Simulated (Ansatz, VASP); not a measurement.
Given: the input of a run of Ansatz 0.2.0 on Pr.

The input input.yaml:

```yaml
crystal:
  lattice:
    - [3.669, 0.0, 0.0]
    - [-1.8345, 3.1774472065, 0.0]
    - [0.0, 0.0, 5.92]
  atoms:
    - { symbol: Pr, position: [0.6666666667, 0.3333333333, 0.75] }
    - { symbol: Pr, position: [0.3333333333, 0.6666666667, 0.25] }
hamiltonian:
  xc: pbe
  pseudopotentials: { kind: paw }
kpoints:
  mp_grid: { grid: [8, 8, 5] }
scf:
  occupations: { method: fermi_dirac, width: 0.05 }
output:
  forces: true
  stress: true
  eigenvalues: true
```

Potentials or basis: Ansatz PAW.

The run is started by

```sh
$ ansatz run input.yaml --threads 2 --pin off --max-ram 5632MiB --backend cpu --events-out ev --progress --plain --runs-dir out
```

Q: Translate it to VASP 6.6.1. Potentials there: VASP PAW PBE potentials, release 64 (Pr).

A: As run (the cutoff follows the program's own potentials):

The input INCAR:

```
PREC = Accurate
ENCUT = 520
EDIFF = 1E-6
ISMEAR = -1
SIGMA = 0.05
LREAL = False
LASPH = True
NELM = 100
ALGO = Normal
ISIF = 2
LWAVE = False
LCHARG = False
GGA = PE
NBANDS = 20
```

Contents of KPOINTS:

```
Automatic mesh
0
Gamma
  8 8 5
```

Contents of POSCAR:

```
Pr
1.0
    3.6690000000      0.0000000000      0.0000000000
   -1.8345000000      3.1774472065      0.0000000000
    0.0000000000      0.0000000000      5.9200000000
Pr
2
Direct
    0.6666666667      0.3333333333      0.7500000000
    0.3333333333      0.6666666667      0.2500000000
```

Potentials or basis: VASP PAW PBE potentials, release 64 (Pr).

Command:

```bash
$ cat potpaw_PBE.64/Pr/POTCAR > POTCAR
$ mpirun -np 1 vasp_std > vasp.out
```

Both were run:

|  | VASP | Ansatz | Ansatz less VASP |
| --- | --- | --- | --- |
| gap on the k mesh at the Fermi level (eV) | none | none | - |
| pressure (GPa) | -6.1 | -6.3 | -0.20 |
| largest component of the traceless stress (GPa) | 0.33 | 0.36 | +0.029 |

A gap of «none» marks a metal or a gap that the smearing closes.

The runs have no spin-orbit coupling, so splittings on Pr are missing. Spin polarisation is off, so any magnetic state and its effect on volume and gap are missing.
